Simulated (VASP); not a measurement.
# MgH2 (Fm-3m) in VASP: equation of state

Aim: energy against volume of MgH2 in PBE, for its equilibrium volume and stiffness.

Program: VASP 6.6.1. These are calculated values, not measurements. Logs are shortened: lines on timing, memory, paths and dates and some standing lists are left out, and cuts for length are marked.

## Step 1: Starting point

The structure is cubic, space group Fm-3m (No. 225). Conventional cell: a = 4.762 Å, b = 4.762 Å, c = 4.762 Å, α = 90.00°, β = 90.00°, γ = 90.00°. Mg (site symmetry m-3m) has 8 H at 2.06 Å as nearest neighbours. Around H (site symmetry -43m) lie 4 Mg at 2.06 Å.

Measurements of this composition are mostly on another form, of space group No. 136.

## Step 2: Equation of state, PBE, 8.46 Å³/atom (volume scaled by 0.94)

The input, INCAR:

```
PREC = Accurate ; ENCUT = 520
EDIFF = 1E-7 ; ISMEAR = -1
SIGMA = 0.05 ; LREAL = False
LASPH = True ; NELM = 80
ALGO = Normal ; ISIF = 2
LWAVE = False ; LCHARG = False
GGA = PE ; NBANDS = 9
```

The input, KPOINTS:

```
regular mesh
0
Gamma
  10 10 10
```

The input, POSCAR:

```
MgH2
1.0
    0.0000000000      2.3324603204      2.3324603204
    2.3324603204      0.0000000000      2.3324603204
    2.3324603204      2.3324603204      0.0000000000
Mg H
1 2
Direct
    0.0000000000      0.0000000000      0.0000000000
    0.2500000000      0.2500000000      0.2500000000
    0.7500000000      0.7500000000      0.7500000000
```

Potentials or basis: VASP PAW PBE potentials, release 64 (Mg, H).

Launch:

```
$ cat potpaw_PBE.64/Mg/POTCAR potpaw_PBE.64/H/POTCAR > POTCAR
$ mpirun -np 1 vasp_std > vasp.out
```

OUTCAR:

```text
PREC = Accurate
   ENCUT = 520
   EDIFF = 1E-7
   ISMEAR = -1
   LREAL = False
   LASPH = True
   NELM = 80
   ISIF = 2
   GGA = PE

 ion  position               nearest neighbor table
   1  0.000  0.000  0.000-   3 2.02   3 2.02   3 2.02   2 2.02   3 2.02   2 2.02   2 2.02   2 2.02

   2  0.250  0.250  0.250-   1 2.02   1 2.02   1 2.02   1 2.02
   3  0.750  0.750  0.750-   1 2.02   1 2.02   1 2.02   1 2.02

  LATTYP: Found a face centered cubic cell.
 ALAT       =     4.6649206408

  Lattice vectors:

 A1 = (   0.0000000000,   2.3324603204,   2.3324603204)
 A2 = (   2.3324603204,   0.0000000000,   2.3324603204)
 A3 = (   2.3324603204,   2.3324603204,   0.0000000000)

Analysis of symmetry for initial positions (statically):
=====================================================================
 Subroutine PRICEL returns:
 Original cell was already a primitive cell.

 Routine SETGRP: Setting up the symmetry group for a
 face centered cubic supercell.

 Subroutine GETGRP returns: Found 48 space group operations
 (whereof 48 operations were pure point group operations)
 out of a pool of 48 trial point group operations.

The static configuration has the point symmetry O_h .

Analysis of symmetry for dynamics (positions and initial velocities):
=====================================================================
 Subroutine PRICEL returns:
 Original cell was already a primitive cell.

 Routine SETGRP: Setting up the symmetry group for a
 face centered cubic supercell.

 Subroutine GETGRP returns: Found 48 space group operations
 (whereof 48 operations were pure point group operations)
 out of a pool of 48 trial point group operations.

The dynamic configuration has the point symmetry O_h .

 Subroutine INISYM returns: Found 48 space group operations
 (whereof 48 operations are pure point group operations),
 and found     1 'primitive' translations

----------------------------------------------------------------------------------------

                                     Primitive cell

  volume of cell :      25.3789

  direct lattice vectors                    reciprocal lattice vectors
     0.000000000  2.332460320  2.332460320    -0.214365919  0.214365919  0.214365919
     2.332460320  0.000000000  2.332460320     0.214365919 -0.214365919  0.214365919
     2.332460320  2.332460320  0.000000000     0.214365919  0.214365919 -0.214365919

  length of vectors
     3.298597019  3.298597019  3.298597019     0.371292663  0.371292663  0.371292663

  position of ions in fractional coordinates (direct lattice)
     0.000000000  0.000000000  0.000000000
     0.250000000  0.250000000  0.250000000
     0.750000000  0.750000000  0.750000000

  ion indices of the primitive-cell ions
   primitive index   ion index
                 1           1
                 2           2
                 3           3

----------------------------------------------------------------------------------------

 KPOINTS: regular mesh

Automatic generation of k-mesh.
 Grid dimensions read from file:
 generate k-points for:   10   10   10

 Generating k-lattice:

  Cartesian coordinates                     Fractional coordinates (reciprocal lattice)
    -0.021436592  0.021436592  0.021436592     0.100000000  0.000000000  0.000000000
     0.021436592 -0.021436592  0.021436592     0.000000000  0.100000000  0.000000000
     0.021436592  0.021436592 -0.021436592     0.000000000  0.000000000  0.100000000

  Length of vectors
     0.037129266  0.037129266  0.037129266

  Shift w.r.t. Gamma in fractional coordinates (k-lattice)
     0.000000000  0.000000000  0.000000000

 Subroutine IBZKPT returns following result:
 ===========================================

 Found     47 irreducible k-points:

 Following reciprocal coordinates:
            Coordinates               Weight
  0.000000  0.000000  0.000000      1.000000
  0.100000  0.000000  0.000000      8.000000
  0.200000  0.000000  0.000000      8.000000
  0.300000  0.000000  0.000000      8.000000
  0.400000  0.000000  0.000000      8.000000
  0.500000  0.000000  0.000000      4.000000
[... 39 lines left out ...]
 -0.300000  0.400000  0.200000     24.000000
 -0.300000  0.500000  0.200000     12.000000
   k-points           NKPTS =     47   k-points in BZ     NKDIM =     47   number of bands    NBANDS=      9
   number of dos      NEDOS =    301   number of ions     NIONS =      3
   total plane-waves  NPLWV =  21952
   dimension x,y,z NGX =    28 NGY =   28 NGZ =   28
   dimension x,y,z NGXF=    56 NGYF=   56 NGZF=   56
   ions per type =               1   2
   NGX,Y,Z   is equivalent  to a cutoff of  14.11, 14.11, 14.11 a.u.
   NGXF,Y,Z  is equivalent  to a cutoff of  28.22, 28.22, 28.22 a.u.
 SYSTEM =  unknown system
   PREC   = accura    normal or accurate (medium, high low for compatibility)
   ISTART =      0    job   : 0-new  1-cont  2-samecut
   ICHARG =      2    charge: 1-file 2-atom 10-const
   ISPIN  =      1    spin polarized calculation?
   LNONCOLLINEAR =      F non collinear calculations
   LSORBIT =      F    spin-orbit coupling
   LASPH  =      T    aspherical Exc in radial PAW
   ENCUT  =  520.0 eV  38.22 Ry    6.18 a.u.   6.13  6.13  6.13*2*pi/ulx,y,z
   NELM   =     80;   NELMIN=  2; NELMDL= -5     # of ELM steps
   EDIFF  = 0.1E-06   stopping-criterion for ELM
   LREAL  =      F    real-space projection
   EDIFFG = 0.1E-05   stopping-criterion for IOM
   NSW    =      0    number of steps for IOM
   IBRION =     -1    ionic relax: 0-MD 1-quasi-New 2-CG
[... 8 lines left out ...]
   EMIN   =  10.00;   EMAX   =-10.00  energy-range for DOS
   EFERMI =   0.00;   METHOD = LEGACY
   ISMEAR =    -1;   SIGMA  =   0.05  broadening in eV -4-tet -1-fermi 0-gaus
   EFERMI_NEDOS =   21; number of points for ismear=-14 and -15
   IALGO  =     38    algorithm
   IMIX   =      4    mixing-type and parameters
     AMIX     =   0.40;   BMIX     =  1.00
     AMIX_MAG =   1.60;   BMIX_MAG =  1.00
  volume/ion in A,a.u.               =       8.46        57.09
  Fermi-wavevector in a.u.,A,eV,Ry     =   0.884309  1.671101 10.639782  0.782002
  Thomas-Fermi vector in A             =   2.005191
   LORBIT       =      0    0 simple, 1 ext, 2 COOP (PROOUT), +10 PAW based schemes
   GGA     = PE    functional components
   LHFCALC =     F    Hartree Fock is set to
   AEXX    =    0.0000 exact exchange contribution
   IVDW    =     0    specifies the selected vdW correction
   LEPSILON=     F    determine dielectric tensor
   LRPA    =     F    only Hartree local field effects (RPA)
 non-spin polarized calculation
  energy-cutoff  :      520.00
  volume of cell :       25.38
 maximum number of plane-waves:       701
 NGX is ok and might be reduce to    28
   NGX = 13   NGY = 13   NGZ = 13

 number of electron       3.9999999 magnetization

 Free energy of the ion-electron system (eV)
  ---------------------------------------------------
  ext. energy  EPLUGINS =         0.00000000
  ---------------------------------------------------
  free energy    TOTEN  =        -8.48232258 eV

  energy without entropy =       -8.48013432  energy(sigma->0) =       -8.48122845

 E-fermi :   3.3318     XC(G=0):  -9.1508

 val. band max:        3.2791047070   @ k =  -0.1000   0.1000   0.0000
 cond. band min:       3.4280393272   @ k =   0.5000   0.4000   0.0000
 fundamental gap:      0.1489346202
 Fermi energy:         3.3317975473

 k-point     1 :       0.0000    0.0000    0.0000
  band No.  band energies     occupation
      1      -7.0346      2.00000
      2       4.3658      0.00000
      3      12.8883      0.00000
      4      12.8883      0.00000
      5      12.8883      0.00000
      6      15.8012      0.00000
      7      15.8012      0.00000
      8      15.8012      0.00000
      9      16.5423      0.00000

 k-point     2 :       0.1000    0.0000    0.0000
  band No.  band energies     occupation
      1      -6.8439      2.00000
      2       3.9191      0.00002
      3      12.0693      0.00000
      4      12.6464      0.00000
      5      12.6464      0.00000
      6      15.6844      0.00000
      7      16.3761      0.00000
      8      16.3761      0.00000
      9      16.8984      0.00000

 k-point     3 :       0.2000    0.0000    0.0000
  band No.  band energies     occupation
      1      -6.2769      2.00000
      2       2.7008      1.99999
      3      10.9775      0.00000
      4      12.2786      0.00000
      5      12.2786      0.00000
      6      14.2235      0.00000
      7      16.2129      0.00000
      8      16.2129      0.00000
      9      17.9565      0.00000

 k-point     4 :       0.3000    0.0000    0.0000
  band No.  band energies     occupation
      1      -5.3504      2.00000
      2       1.0186      2.00000
      3      10.3474      0.00000
      4      12.1098      0.00000
      5      12.1098      0.00000
      6      12.7899      0.00000
      7      14.7201      0.00000
      8      14.7201      0.00000
      9      19.8680      0.00000

 k-point     5 :       0.4000    0.0000    0.0000
  band No.  band energies     occupation
      1      -4.0937      2.00000
      2      -0.8061      2.00000
      3      10.2113      0.00000
      4      11.6514      0.00000
      5      12.2347      0.00000
      6      12.2347      0.00000
      7      13.5595      0.00000
      8      13.5595      0.00000
      9      22.1162      0.00000

 k-point     6 :       0.5000    0.0000    0.0000
  band No.  band energies     occupation
      1      -2.5898      2.00000
      2      -2.5174      2.00000
      3      10.3316      0.00000
      4      11.1021      0.00000
      5      12.5605      0.00000
      6      12.5605      0.00000
      7      12.8852      0.00000
      8      12.8852      0.00000
      9      23.7079      0.00000
[... 361 lines left out ...]
 k-point    37 :       0.5000    0.3000    0.1000
  band No.  band energies     occupation
      1      -3.5594      2.00000
      2       0.0936      2.00000
      3       6.1109      0.00000
      4       7.1478      0.00000
      5      10.6757      0.00000
      6      15.3698      0.00000
      7      15.9361      0.00000
      8      20.0672      0.00000
      9      20.5600      0.00000

 k-point    38 :      -0.4000    0.3000    0.1000
  band No.  band energies     occupation
      1      -2.3080      2.00000
      2      -1.2685      2.00000
      3       5.4720      0.00000
      4       6.8840      0.00000
      5      11.2250      0.00000
      6      14.5966      0.00000
      7      17.6106      0.00000
      8      19.3383      0.00000
      9      21.0525      0.00000

 k-point    39 :      -0.3000    0.3000    0.1000
  band No.  band energies     occupation
      1      -2.6617      2.00000
      2      -1.0175      2.00000
      3       5.4761      0.00000
      4       7.2765      0.00000
      5      12.0170      0.00000
      6      13.6585      0.00000
      7      18.2520      0.00000
      8      19.1978      0.00000
      9      20.1284      0.00000

 k-point    40 :      -0.2000    0.3000    0.1000
  band No.  band energies     occupation
      1      -3.9015      2.00000
      2       0.0953      2.00000
      3       6.2918      0.00000
      4       8.2032      0.00000
      5      12.6902      0.00000
      6      13.1154      0.00000
      7      17.1014      0.00000
      8      17.8430      0.00000
      9      21.1800      0.00000

 [... further k-points ...]
[... 5 lines left out ...]
  --------------------------------------------------------------------------------------
  -------------------------------------------------------------------------------------
  Total        0.5574239      0.5574239      0.5574239      0.0000000      0.0000000     -0.0000000
  in kB       35.1903302     35.1903302     35.1903302      0.0000000      0.0000000     -0.0000000
  external PRESSURE =      35.1903302 kB  Pullay stress =       0.0000000 kB

 VOLUME and BASIS-vectors are now :
 -----------------------------------------------------------------------------
  energy-cutoff  :      520.00
  volume of cell :       25.38
      direct lattice vectors                 reciprocal lattice vectors
     0.000000000  2.332460320  2.332460320    -0.214365919  0.214365919  0.214365919
     2.332460320  0.000000000  2.332460320     0.214365919 -0.214365919  0.214365919
     2.332460320  2.332460320  0.000000000     0.214365919  0.214365919 -0.214365919

 POSITION                                       TOTAL-FORCE (eV/Angst)
 -----------------------------------------------------------------------------------
      0.00000      0.00000      0.00000         0.000000     -0.000000      0.000000
      1.16623      1.16623      1.16623         0.000000      0.000000      0.000000
      3.49869      3.49869      3.49869        -0.000000     -0.000000     -0.000000
 -----------------------------------------------------------------------------------
    total drift:                                0.000000      0.000000      0.000000

  FREE ENERGIE OF THE ION-ELECTRON SYSTEM (eV)
  ---------------------------------------------------
  free  energy   TOTEN  =        -8.4823225833 eV

  energy  without entropy=       -8.4801343178  energy(sigma->0) =       -8.48122845
```

Wall time 16 s (1 thread of Intel Xeon Platinum 8488C (Sapphire Rapids), shared host); peak memory 0.16 GiB.

Results:

```
Free energy            : -8.4823 eV
Pressure               : 3.5 GPa
Band gap on the k mesh : none (metal or under the smearing width)
```

(Continued in part 2 of 2.)
